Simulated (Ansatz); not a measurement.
# GaN (F-43m) in Ansatz: relaxation of cell and atoms with revPBE+D3(BJ)

Aim: the relaxation of cell and atoms of GaN with revPBE+D3(BJ).

All numbers are computed with Ansatz 0.2.0; they aren't measurements. Logs are shortened: lines on timing, memory, paths and dates and some standing lists are left out, and cuts for length are marked.

**1. The crystal as given**

Symmetry: F-43m, No. 216, cubic system. Conventional cell: a = 4.507 Å, b = 4.507 Å, c = 4.507 Å, α = 90.00°, β = 90.00°, γ = 90.00°. Ga (site symmetry -43m) is surrounded by 4 N at 1.95 Å. Around N (site symmetry -43m) lie 4 Ga at 1.95 Å.

The cell is a database's computed one.

**2. Relaxation of cell and atoms, revPBE+D3(BJ)**

input.yaml reads:

```yaml
crystal:
  lattice:
    - [0.0, 2.2535006075, 2.2535006075]
    - [2.2535006075, 0.0, 2.2535006075]
    - [2.2535006075, 2.2535006075, 0.0]
  atoms:
    - { symbol: Ga, position: [0.0, 0.0, 0.0] }
    - { symbol: "N", position: [0.25, 0.25, 0.25] }
kpoints:
  mp_grid: { grid: [10, 10, 10] }
scf:
  occupations: { method: fermi_dirac, width: 0.05 }
hamiltonian:
  xc: revpbe
  dispersion: d3bj
  pseudopotentials: { kind: all_electron, lapw: { basis_error: 0.001 } }
output:
  forces: true
  stress: true
relax:
  f_tol: 0.005
  max_steps: 60
  cell: {}
```

Potentials or basis: all-electron LAPW, scalar-relativistic.

The run is started by

```console
> ansatz run input.yaml --threads 1 --pin off --max-ram 3072MiB --backend cpu --events-out ev --progress --plain --runs-dir out
```

The log of the run:

```text
Warning: RAYON_NUM_THREADS=1 ignored (pool sized by the plan → 1); use --threads N
The last accepted step is kept in <dir> (removed where the run ends without a failure and the disk answers)
LAPW: plane waves up to 10.863 Å⁻¹, error target 1.0e-3 eV per atom; small_component_spin mean_spin; N in spheres of 0.828 Å, 7 of its electrons in bands, Dirac shells []; Ga in spheres of 1.065 Å, 21 of its electrons in bands, Dirac shells [] (how accurate: hamiltonian.pseudopotentials.lapw.basis_error, Limitations)
Engine: ansatz 0.2.0, x86_64-unknown-linux-gnu
Pseudopotentials: kind: all_electron
Pseudopotential: Ga, LAPW, valence charge 21, lapw/all_electron/scalar/gaussian/Ga, Koelling and Harmon's equation, gaussian nucleus
Pseudopotential: N, LAPW, valence charge 7, lapw/all_electron/scalar/gaussian/N, Koelling and Harmon's equation, gaussian nucleus
Functional definition: revPBE
  parameter kappa = 1.245
  parameter beta = 0.06672455060314922
  exchange = pbe_x(kappa = kappa, mu = beta*pi^2/3)
  correlation = pbe_c(beta = beta)
Crystal: 2 atoms, lattice volume = 22.888 Å³
Basis set: ecut = 449.58880392592306 eV, 531 PW (Γ), exchange–correlation at level 2
Bands: 18, of which v1, the nominal top of the filled ones, is band 14 counted from 1 (13 counted from 0)
Symmetry: 24 space group operations
Space group: F-43m (ITA 216), of the structure as read, at distance tolerance 2.8e-5 Å
k-points: 47 of 1000 (time reversal used)
Non-local potential: Ga, projectors of the file, none
Non-local potential: N, projectors of the file, none
Initial density: superposition of atomic densities (chi_scale 0.1, normalization cell, long waves kept (reshape's long-wave potential 0.00 eV rms))
Initial wavefunctions: plane waves of lowest kinetic energy (no species holds an atomic orbital)
Functional: x = revpbe(κ = 1.245, μ = 0.2195149727645171), c = pbe(β = 0.06672455060314922)
iter 1 solved again at ethr=1.96e-2 eV; its pass at ethr=1.00e-1 eV (dr2=5.49e0 eV) is discarded
SCF iter   1: F=—  HF=-54398.830243 eV  |F-HF|=—  |Δ(HF+E_count)|=         —  Δρ=1.38e-1  dr2=5.49e0  ethr=1.96e-2  ⟨swp⟩=2.0  Hψ=5453  notcnv=0
preconditioner: auto → none  [insulator: Δε(μ)=3.159 eV  Ē_g=18.346 eV  σ=0.050 eV  W_gap=1.00  n_scr=14 (ndim 8)  ℏωp=32.9 eV  f_vac=0.000  D(μ)=0.00/eV (n_scr^D=0)  ε∞_Penn≈4.2]
SCF iter   2: F=—  HF=-54397.322100 eV  |F-HF|=—  |Δ(HF+E_count)|=    1.51e0  Δρ=6.04e-2  dr2=6.90e-1  ethr=1.96e-2  ⟨swp⟩=3.0  Hψ=2677  notcnv=0
iter 3 solved again at ethr=1.43e-4 eV; its pass at ethr=2.46e-3 eV (dr2=4.01e-2 eV) is discarded
SCF iter   3: F=—  HF=-54396.866313 eV  |F-HF|=—  |Δ(HF+E_count)|=   4.56e-1  Δρ=1.56e-2  dr2=4.01e-2  ethr=1.43e-4  ⟨swp⟩=2.0  Hψ=4413  notcnv=0
SCF iter   4: F=—  HF=-54396.872244 eV  |F-HF|=—  |Δ(HF+E_count)|=         —  Δρ=2.87e-3  dr2=1.95e-3  ethr=1.43e-4  ⟨swp⟩=2.0  Hψ=2430  notcnv=0
the basis was enlarged: its passes take 195.0 KiB over the memory plan, 1 of 1 planned eigensolver slots
SCF iter   5: F=—  HF=-54396.867064 eV  |F-HF|=—  |Δ(HF+E_count)|=   5.18e-3  Δρ=4.88e-4  dr2=4.75e-5  ethr=6.96e-6  ⟨swp⟩=3.0  Hψ=2455  notcnv=0
[... 17 lines left out ...]
Crystal: 2 atoms, lattice volume = 22.950 Å³
Basis set: ecut = 448.7741849426044 eV, 531 PW (Γ), exchange–correlation at level 2
iter 1 solved again at ethr=2.20e-9 eV; its pass at ethr=1.00e-1 eV (dr2=6.15e-7 eV) is discarded
SCF iter   1: F=—  HF=-54396.867114 eV  |F-HF|=—  |Δ(HF+E_count)|=         —  Δρ=6.78e-5  dr2=1.10e-6  ethr=2.20e-9  ⟨swp⟩=4.4  Hψ=4591  notcnv=0
preconditioner: auto → none  [insulator: Δε(μ)=1.747 eV  Ē_g=18.801 eV  σ=0.050 eV  W_gap=1.00  n_scr=14 (ndim 8)  ℏωp=32.9 eV  f_vac=0.053  D(μ)=0.00/eV (n_scr^D=0)  ε∞_Penn≈4.1]
SCF iter   2: F=—  HF=-54396.867114 eV  |F-HF|=—  |Δ(HF+E_count)|=   2.61e-7  Δρ=3.34e-5  dr2=2.79e-7  ethr=2.20e-9  ⟨swp⟩=3.0  Hψ=2389  notcnv=0
SCF iter   3: F=-54396.867114 eV  HF=-54396.867114 eV  |F-HF|=2.09e-8  |Δ(HF+E_count)|=   5.72e-8  Δρ=1.26e-5  dr2=3.37e-8  ethr=9.96e-10  ⟨swp⟩=2.7  Hψ=2350  notcnv=0
SCF 3 converged in 3 iterations: F = -54396.867114 eV  dr2 = 3.37e-8
relax step   3: F+E_penalty+E_count = -54396.86711400 eV  Δ(F+E_penalty+E_count) = -1.737e-5 eV  max|allowed force component| = 9.483e-17 eV/Å  Δτ_max = 0.0000 Å  P = +0.001 GPa  Ω = 22.950 Å³  (3 SCF iters, accepted)
iter 1 solved again at ethr=1.20e-10 eV; its pass at ethr=1.00e-1 eV (dr2=3.37e-8 eV) is discarded
SCF iter   1: F=—  HF=-54396.867114 eV  |F-HF|=—  |Δ(HF+E_count)|=         —  Δρ=1.26e-5  dr2=3.37e-8  ethr=1.20e-10  ⟨swp⟩=3.3  Hψ=3886  notcnv=0
SCF iter   2: F=-54396.867114 eV  HF=-54396.867114 eV  |F-HF|=8.11e-9  |Δ(HF+E_count)|=   1.78e-8  Δρ=6.97e-6  dr2=1.01e-8  ethr=1.20e-10  ⟨swp⟩=3.0  Hψ=2377  notcnv=0
SCF 4 converged in 2 iterations: F = -54396.867114 eV  dr2 = 1.01e-8
relax step   4: F+E_penalty+E_count = -54396.86711399 eV  Δ(F+E_penalty+E_count) = +1.096e-8 eV  max|allowed force component| = 8.558e-17 eV/Å  Δτ_max = 0.0000 Å  P = -0.000 GPa  Ω = 22.950 Å³  stress off target by 1.20e-4 GPa  SCF on the basis re-selected at this cell (its energy is not comparable with the rows above)  (2 SCF iters)
basis re-selected at this cell: Δ(F+E_penalty+E_count) = +1.096e-8 eV, ΔP = -0.001 GPa vs the last step (what re-selecting the basis moved, after the strain that the cell walked since its last selection, with what the two solves' SCF thresholds leave and, on support functions, any second-order correction that the steps lacked; it is no measure of the basis error at this ecutwfc). This SCF's stress stands 1.20e-4 GPa from its target on what of the cell is left free (relax.cell.stress_tol is 5.00e-2 GPa) and its largest allowed force component is 8.56e-17 eV/Å (relax.f_tol is 5.00e-3 eV/Å): within both
SCF converged after 2 iterations
Free energy (F): -54396.867114 eV
Harris-Foulkes:  -54396.867114 eV  (|F-HF|=8.11e-9)
Internal energy: -54396.867114 eV  (E = F + TS)
E sigma→0 (E₀):  -54396.867114 eV
Fermi energy:    12.372990 eV
--- Per-component energies (eV) ---
  E_band       = -1450.807394
  E_kinetic    = 55435.159450
  E_xc         = -2254.088820
  E_electrostatic = -107576.957524  (all electrons and nuclei)
  E_disp       = -0.980220  (pairwise vdW)
  E_smearing   = -0.000000  (= −TS)
  E_closure    = 0.000000  (closes the sum)
  E_atoms      = -54384.415515  (free atoms, spherical and without spin; not in F)
  Σ components = -54396.867114   (vs F -54396.867114, Δ=0.00e0)
  Basis errors (estimates in eV, not in F): energy 4.5e-4 per atom: plane waves 4.1e-4 (2.4e-4 summed), levels above the bands 3.5e-84, relativity 4.7e-8, radial functions 4.0e-5, core shells 5.8e-10; eigenvalues (radial functions only) 5.1e-6; not estimated: angular momenta, meshes, grids; target (lapw.basis_error) 1.0e-3; muffin-tin radii N 0.829 Å, Ga 1.066 Å
--- Forces (eV/Å), atoms counted from 1 ---
  atom   1  Ga    -0.00000000     0.00000000    -0.00000000
  atom   2  N      0.00000000     0.00000000    -0.00000000
  max |Σ_I F_I| component: 1.62e-17 eV/Å
--- Stress (GPa, compression-positive) ---
       -0.000120      -0.000000      -0.000000
       -0.000000      -0.000120      -0.000000
       -0.000000      -0.000000      -0.000120
  P = ⅓ Tr σ = -0.0001 GPa (-0.001 kbar)
--- Relaxed structure (3 steps of the walk, 3 accepted, 1 SCFs on fresh bases) ---
  F+E_penalty+E_count = -54396.86711399 eV   max|allowed force component| = 8.558e-17 eV/Å   (the final SCF, on the basis selected at the relaxed cell)
  cell:  # Å, volume = 22.9501 Å³
    - [-5.34217911573897e-34, 2.2555449675875674, 2.2555449675875674]
    - [2.2555449675875674, -1.8590146401267504e-33, 2.2555449675875674]
    - [2.2555449675875674, 2.2555449675875674, -1.2483661480594197e-33]
  atoms:
    - { symbol: Ga, position: [1.5401310487322913e-34, -3.1870919967986145e-34, -2.225622902792329e-34] }
    - { symbol: N, position: [0.25, 0.25, 0.25] }
```

Wall time 56 s (1 thread of Intel Xeon at 2.50GHz (Skylake/Cascade Lake), shared host); peak memory 0.35 GiB.

Results:

```yaml
Free_energy: -54396.8671 eV
Relaxed_volume: 11.48 Å³/atom
Relaxed_cell: a = 3.190 Å, b = 3.190 Å, c = 3.190 Å, α = 60.00°, β = 60.00°, γ = 60.00°
Space_group_after_relaxing_to_0.05_Å: F-43m (No. 216)
Energy_gained_by_relaxing: 0.0 meV/atom
Ionic_steps: 4
Pressure_after_relaxing: 0.0 GPa
Band_gap_on_the_k_mesh: 1.75 eV
```

Final structure:
```xyz
2
Lattice="0.0000 2.2555 2.2555 2.2555 0.0000 2.2555 2.2555 2.2555 0.0000" Properties=species:S:1:pos:R:3 pbc="T T T"
Ga    0.0000    0.0000    0.0000
N     1.1278    1.1278    1.1278
```

A k mesh can miss the band edges. As with any semilocal functional, this revPBE gap is likely too small.
